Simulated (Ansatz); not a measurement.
Slab: MoS2, a slab with vacuum.

```
CELL_PARAMETERS angstrom
3.18413 0.00000 0.00000
-1.59206 2.75753 0.00000
0.00000 0.00000 17.33460
ATOMIC_POSITIONS crystal
Mo 0.00000 0.00000 0.00000
S 0.33333 0.66667 0.91051
S 0.33333 0.66667 0.08949
```

```yaml
Program: Ansatz 0.2.0
Task: single point
Functional: PBEsol
Potentials_or_basis: all-electron LAPW, scalar-relativistic
Cutoff: 262 eV (chosen from the basis error)
Basis_error_allowed: 0.001 eV/atom
k_mesh: 10 × 10 × 2
Occupations: fermi-dirac, width 0.05 eV
Spin: no spin polarisation
```

On this cell: largest force 0.148 eV/Å; band gap on the k mesh 1.73 eV, indirect (least direct gap 1.93 eV).

The same run follows on a disturbed copy (atoms moved at random, drawn with an rms of 0.05 Å):

```
Mo S
1.0
     3.18413    0.00000    0.00000
    -1.59206    2.75753    0.00000
     0.00000    0.00000   17.33460
Mo S
1 2
Direct
  0.00290 0.98616 0.99953
  0.33139 0.66107 0.91056
  0.32174 0.65518 0.08953
```

Question: What does the disturbed cell give?

Answer: The energy moves by +6.7 meV/atom; largest force 0.878 eV/Å; band gap on the k mesh 1.72 eV, indirect (least direct gap 1.91 eV).

Forces on the atoms (eV/Å):
```
Mo  -0.783  0.301  0.256
S    0.304 -0.220 -0.006
S    0.480 -0.081 -0.250
```

Stress tensor (GPa, compression positive):
```
-1.35 -0.25  0.29
-0.25 -1.54  0.22
 0.29  0.22 -0.40
```

A k mesh can miss the band edges.
